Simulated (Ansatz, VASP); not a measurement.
## Two plane-wave programs on AlN

```
Al N
1.0
     2.98240    0.00000    0.00000
    -1.49120    2.58283    0.00000
     0.00000    0.00000    5.37668
Al N
2 2
Direct
  0.33333 0.66667 0.00169
  0.66667 0.33333 0.50169
  0.33333 0.66667 0.38331
  0.66667 0.33333 0.88331
```

Change from the starting cell: strain -0.040 along x and y, +0.080 along z, atoms carried along.

Alike in both runs: task single point; functional r2SCAN; k mesh 12 × 12 × 6; occupations gaussian, width 0.05 eV; no spin polarisation.

|  | VASP | Ansatz |
| --- | --- | --- |
| version | VASP 6.6.1 | Ansatz 0.2.0 |
| potentials or method | VASP PAW PBE potentials, release 64 (Al, N) | scalar-relativistic, plane waves, PAW |
| plane-wave cutoff (eV) | 520 | 500 |
| valence electrons in the cell | 16 | 16 |

Ansatz gave:

```
gap on the k mesh at the Fermi level (eV)       : 4.46
least direct gap on the mesh (eV)               : 4.46
pressure (GPa)                                  : 5.6
largest component of the traceless stress (GPa) : 31.60
rms of the force components (eV/Å)              : 0.461
```

Question: Which values does VASP return?

Answer: gap on the k mesh at the Fermi level (eV): 4.49; least direct gap on the mesh (eV): 4.49; pressure (GPa): 5.3; largest component of the traceless stress (GPa): 31.97; rms of the force components (eV/Å): 0.470.

Atom by atom the forces differ by 0.008 eV/Å (rms over components).

Caveats: the PAW data sets were made with another functional, which shifts forces and pressure a little (VASP). A k mesh can miss the band edges.
